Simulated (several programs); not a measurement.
# What each method gives for SnSe (Fm-3m)

A 2-atom cell of SnSe started from a crystallographic database, relaxed with r2SCAN+rVV10 in Ansatz, was computed with several methods. The symmetry is Fm-3m (No. 225, cubic); a = 5.970 Å in the conventional setting, 26.59 Å³ an atom. Around Sn lie 6 Se at 2.98 Å; around Se lie 6 Sn at 2.98 Å. No spin polarisation and no zero-point or thermal motion.

```
Sn Se
1.0
     0.00000    2.98489    2.98489
     2.98489    0.00000    2.98489
     2.98489    2.98489    0.00000
Sn Se
1 1
Direct
  0.00000 0.00000 0.00000
  0.50000 0.50000 0.50000
```

Gaps and times are for a single point on this cell; volume and bulk modulus come from each method's own relaxation or energy curve at fixed shape. Times are rough, from shared hosts (AMD EPYC 9R45 96-Core Processor; Arm Neoverse V2; NVIDIA H100 80GB HBM3), and each method has its own mesh and cell size. PM6 (MOPAC), PM7 (MOPAC), GFN1-xTB (tblite), GFN2-xTB (tblite) treat a cluster of cells at its zone centre, which samples few k points: where these miss a band edge, the gap comes out too large for that reason alone. Gaps from k meshes are read at a limited set of points (mesh, symmetry points, PBE's band edges), so each method's own least gap may be somewhat smaller. xTB and the PM methods were fitted mostly to molecules, and can miss a solid's gap by electronvolts. Minimal bases can be far off for gaps. Times of the plane-wave ladder aren't listed, since it ran on unlike processors and cards. GLLB-SC's gap includes the derivative discontinuity. G0W0 is at finite bands, cutoff and mesh. d marks a direct gap, i an indirect one (no mark: not told apart), a dash a value that wasn't computed or didn't pass its checks.

```
                               method              kind      gap (eV)  own volume (Å³/atom)  bulk modulus (GPa)  atoms computed  processor time
                           PBE-D3(BJ)         semilocal             –                 26.48                   –               2               –
                         r2SCAN+rVV10         semilocal             –                 26.59                   –               2               –
                               PBE-D4         semilocal             –                 26.42                   –               2               –
 light PBE (260 eV and a coarse mesh)  light plane-wave        0.02 d                     –                   –               2          0.74 s
                                  PBE         semilocal             0                     –                   –               2               –
               PBE/single zeta (GPAW)       small basis          0.02                     –                   –               2           2.7 s
                          PM7 (MOPAC)    semi-empirical          3.57                     –                   –         cluster           2.7 s
                    GFN1-xTB (tblite)     tight binding          0.06                     –                   –         cluster           2.8 s
                                  LDA         semilocal        0.02 d                     –                   –               2               –
                       PBE/SZV (CP2K)       small basis        0.07 i                     –                   –               2           4.2 s
                    GFN2-xTB (tblite)     tight binding          2.06                     –                   –         cluster           5.6 s
                               r2SCAN         semilocal        0.03 d                     –                   –               2               –
                       GLLB-SC (GPAW)   model potential          0.09                     –                   –               2           7.2 s
                      PBE/DZVP (CP2K)       small basis        0.06 d                 28.04                  49               2           9.5 s
   G0W0@LDA (140 eV screening cutoff)         many-body          0.05                     –                   –               2               –
                          PM6 (MOPAC)    semi-empirical          3.08                     –                   –         cluster            23 s
                              PBE+SOC         semilocal        0.22 d                     –                   –               2               –
G0W0@r2SCAN (260 eV screening cutoff)         many-body  overlap 0.02                     –                   –               2               –
  G0W0@PBE0 (180 eV screening cutoff)         many-body  overlap 0.16                     –                   –               2               –
 G0W0@HSE06 (180 eV screening cutoff)         many-body          0.01                     –                   –               2               –
                                 PBE0            hybrid        0.10 i                     –                   –               2               –
                                HSE06            hybrid             0                     –                   –               2               –
   G0W0@PBE (220 eV screening cutoff)         many-body  overlap 0.04                     –                   –               2               –
                         Hartree-Fock    exact exchange        3.33 d                     –                   –               2               –
                            HSE06+SOC            hybrid        0.22 i                     –                   –               2               –
```

With PBE the bands overlap or touch, or nearly. Semilocal functionals can close a real gap, so this doesn't show a metal; small gaps of other methods may in turn close between the points read or with spin-orbit coupling, and the solid may be a semimetal.

Only the rows marked +SOC include spin-orbit coupling.
